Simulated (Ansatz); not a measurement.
# GaSb: a single-point run

Aim: a sound single-point run of GaSb. The structure is shown as the input types it. The cell is built on a prototype (CsCl type) and needn't be the phase found in nature.

Computed with Ansatz 0.2.0 (density functional or hybrid calculation with the settings of its input, plane waves (as first typed), unless a step's input says otherwise).

7 further runs of the same task are left out: 6 for a known fault of the program, 1 that didn't finish.

## 1. The system as given

Symmetry: Pm-3m, No. 221, cubic system. The conventional cell has a = 3.582 Å, b = 3.582 Å, c = 3.582 Å, α = 90.00°, β = 90.00°, γ = 90.00°. Ga (site symmetry m-3m) has 8 Sb at 3.10 Å as nearest neighbours. Around Sb (site symmetry m-3m) lie 8 Ga at 3.10 Å.

As a file:

```xyz
2
Lattice="3.5818 0.0000 0.0000 0.0000 3.5818 0.0000 0.0000 0.0000 3.5818" Properties=species:S:1:pos:R:3 pbc="T T T"
Ga    0.0000    0.0000    0.0000
Sb    1.7909    1.7909    1.7909
```

## 2. Input and run

input.yaml

```yaml
crystal:
  lattice:
    - [3.5818184809, 0.0, 0.0]
    - [0.0, 3.5818184809, 0.0]
    - [0.0, 0.0, 3.5818184809]
  atoms:
    - { symbol: Ga, position: [0.0, 0.0, 0.0] }
    - { symbol: Sb, position: [0.5, 0.5, 0.5] }
kpoints:
  mp_grid: { grid: [6, 6, 6] }
hamiltonian:
  xc: r2scan
scf:
  occupations: { method: gaussian, width: 1.5 }
  n_extra_bands: 4
output:
  forces: true
  stress: true
  eigenvalues: true
```

Started as:

```sh
$ ansatz run input.yaml --threads 4 --pin off --max-ram 3686MiB --backend cpu --events-out ev --progress --plain --runs-dir out
```

What happens when this is run?

The run converged and reported no error. That alone doesn't make the input a sound one.

Look at the input: scf.occupations.method is gaussian; scf.occupations.width is 1.5. Occupations are smeared over electronvolts, wider than many features of the bands.

Run again and compare: set scf.occupations.method to fermi_dirac and scf.occupations.width to 0.02.
